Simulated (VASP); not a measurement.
# Te2Pt (P-3m1) in VASP: further runs, part 2 of 2

VASP 6.6.1.

## Step 4: Single point, PBEsol+U, collinear spin, random start

INCAR reads:

```
SYSTEM = Te2Pt
PREC = Accurate
ENCUT = 520
EDIFF = 1E-7
ISMEAR = 0
SIGMA = 0.05
LREAL = .False.
LASPH = .True.
NELM = 80
ALGO = Normal
ISIF = 2
LWAVE = .False.
LCHARG = .False.
ISPIN = 2
MAGMOM = 0.23 -0.2 0
LORBIT = 11
LMAXMIX = 4
LDAU = .True.
LDAUTYPE = 2
LDAUL = -1 2
LDAUU = 0 5
LDAUJ = 0 0
LDAUPRINT = 1
GGA = PS
```

KPOINTS reads:

```
regular mesh
0
Gamma
  6 6 4
  0 0 0
```

POSCAR reads:

```
Te2Pt
1.0
    4.0179994500      0.0000000000      0.0000000000
   -2.0089997300      3.4796896000      0.0000000000
    0.0000000000      0.0000000000      5.2119993300
Te Pt
2 1
Direct
    0.3333333333      0.6666666667      0.2500000000
    0.6666666667      0.3333333333      0.7500000000
    0.0000000000      0.0000000000      0.0000000000
```

Potentials or basis: VASP PAW PBE potentials, release 64 (Te, Pt).

The run is started by

```bash
$ cat potpaw_PBE.64/Te/POTCAR potpaw_PBE.64/Pt/POTCAR > POTCAR
$ mpirun -np 1 vasp_std > vasp.out
```

OUTCAR:

```text
SYSTEM = Te2Pt
   PREC = Accurate
   ENCUT = 520
   EDIFF = 1E-7
   ISMEAR = 0
   LREAL = .False.
   LASPH = .True.
   NELM = 80
   ISIF = 2
   ISPIN = 2
   LORBIT = 11
   GGA = PS

 ion  position               nearest neighbor table
   1  0.333  0.667  0.250-   3 2.66   3 2.66   3 2.66   2 3.49   2 3.49   2 3.49   2 3.49   2 3.49
                             2 3.49
   2  0.667  0.333  0.750-   3 2.66   3 2.66   3 2.66   1 3.49   1 3.49   1 3.49   1 3.49   1 3.49
                             1 3.49
   3  0.000  0.000  0.000-   2 2.66   1 2.66   2 2.66   1 2.66   2 2.66   1 2.66

[... 1126 lines left out ...]
  energy-cutoff  :      520.00
  volume of cell :       72.87
      direct lattice vectors                 reciprocal lattice vectors
     4.017999450  0.000000000  0.000000000     0.248880074  0.143690978  0.000000000
    -2.008999730  3.479689600  0.000000000     0.000000000  0.287381955  0.000000000
     0.000000000  0.000000000  5.211999330     0.000000000  0.000000000  0.191864952

 POSITION                                       TOTAL-FORCE (eV/Angst)
 -----------------------------------------------------------------------------------
     -0.00000      2.31979      1.30300        -0.000000      0.000000      0.432495
      2.00900      1.15990      3.90900         0.000000     -0.000000     -0.432495
      0.00000      0.00000      0.00000        -0.000000      0.000000      0.000000
 -----------------------------------------------------------------------------------
    total drift:                                0.000000     -0.000000     -0.000000

  FREE ENERGIE OF THE ION-ELECTRON SYSTEM (eV)
  ---------------------------------------------------
  free  energy   TOTEN  =       -11.9569482890 eV

  energy  without entropy=      -11.9537599529  energy(sigma->0) =      -11.95535412

 total charge

# of ion       s       p       d       tot
------------------------------------------
    1        1.399   1.853   0.070   3.322
    2        1.399   1.853   0.070   3.322
    3        0.645   0.644   8.573   9.862
--------------------------------------------------
tot          3.443   4.350   8.713  16.506

 magnetization (x)

# of ion       s       p       d       tot
------------------------------------------
    1       -0.000   0.000   0.000   0.000
    2        0.000  -0.000  -0.000  -0.000
    3       -0.000   0.000  -0.000  -0.000
--------------------------------------------------
tot         -0.000   0.000  -0.000  -0.000
```

OSZICAR:

```text
N       E                     dE             d eps       ncg     rms          rms(c)
DAV:   1     0.114827314256E+03    0.11483E+03   -0.92893E+03  1448   0.122E+03
DAV:   2    -0.768638751036E+01   -0.12251E+03   -0.12004E+03  1832   0.223E+02
DAV:   3    -0.120418906178E+02   -0.43555E+01   -0.43036E+01  1734   0.455E+01
DAV:   4    -0.120974877346E+02   -0.55597E-01   -0.55589E-01  1984   0.550E+00
DAV:   5    -0.120981595124E+02   -0.67178E-03   -0.67177E-03  1769   0.489E-01    0.171E+01
DAV:   6    -0.119826735289E+02    0.11549E+00   -0.31536E-01  1608   0.515E+00    0.941E+00
DAV:   7    -0.119589369566E+02    0.23737E-01   -0.21723E-01  1524   0.347E+00    0.161E+00
DAV:   8    -0.119547391471E+02    0.41978E-02   -0.49259E-02  1510   0.229E+00    0.773E-01
DAV:   9    -0.119560281549E+02   -0.12890E-02   -0.48292E-03  1806   0.551E-01    0.510E-01
DAV:  10    -0.119569042143E+02   -0.87606E-03   -0.21495E-03  1741   0.430E-01    0.215E-01
DAV:  11    -0.119568876842E+02    0.16530E-04   -0.23467E-04  1580   0.994E-02    0.692E-02
DAV:  12    -0.119569434406E+02   -0.55756E-04   -0.79947E-05  1678   0.943E-02    0.276E-02
DAV:  13    -0.119569474845E+02   -0.40439E-05   -0.13348E-05  1608   0.303E-02    0.286E-02
DAV:  14    -0.119569480579E+02   -0.57341E-06   -0.10713E-06  1769   0.904E-03    0.157E-02
DAV:  15    -0.119569482298E+02   -0.17191E-06   -0.21320E-07  1269   0.402E-03    0.442E-03
DAV:  16    -0.119569482890E+02   -0.59144E-07   -0.26524E-08   825   0.115E-03
   1 F= -.11956948E+02 E0= -.11955354E+02  d E =-.318834E-02  mag=    -0.0000
```

Run time: 78 s. Hardware: 1 thread of Intel Xeon Platinum 8488C (Sapphire Rapids), shared host; peak memory 0.23 GiB.

What came out:

* Free energy: -11.9569 eV
* Pressure: 0.3 GPa
* Largest force: 0.432 eV/Å
* Band gap on the k mesh: none (metal or under the smearing width)
* Net moment: 0.00 μB per cell
* Valence electrons inside the program's atomic spheres: Te 3.32; Pt 9.86

Forces on the atoms (eV/Å):
```
Te   0.000  0.000  0.432
Te   0.000  0.000 -0.432
Pt   0.000  0.000  0.000
```

Eigenvalues of the final occupation matrices:
```csv
site,spin,trace,eigenvalues
site 3 d,1,4.32,0.78 0.78 0.92 0.92 0.92
site 3 d,2,4.32,0.78 0.78 0.92 0.92 0.92
```

Caveat: the PAW data sets were made with another functional, which shifts forces and pressure a little; the U is typed as a test and isn't derived for this compound. The state reached can hang on the start; a lower one may exist.

## Step 5: Summary

```csv
spin,further INCAR settings,gap on the mesh (eV),pressure (GPa),moment (μB),largest force (eV/Å)
"collinear, antiferromagnetic start",ALGO = Normal; EDIFF = 1e-06,none,0.3,0.00,0.43
"collinear, ferrimagnetic start",ALGO = Fast; EDIFF = 1e-06; NBANDS = 22,none,0.3,0.00,0.43
"collinear, random start",ALGO = Normal; EDIFF = 1e-07,none,0.3,0.00,0.43
```

Alike in all rows: task single point; level PBEsol+U; potentials or basis VASP PAW PBE potentials, release 64 (Te, Pt); Pt d U = 5 eV; cell as given; k mesh 6 × 6 × 4; cutoff (eV) 520; smearing gaussian 0.05 eV.

Every run on the cell as given and a fine mesh finds a metal.

Caveats: the PAW data sets were made with another functional, which shifts forces and pressure a little; the U is typed as a test and isn't derived for this compound.

Total energies depend on the potentials used, so only differences within one code and one set of settings carry meaning.
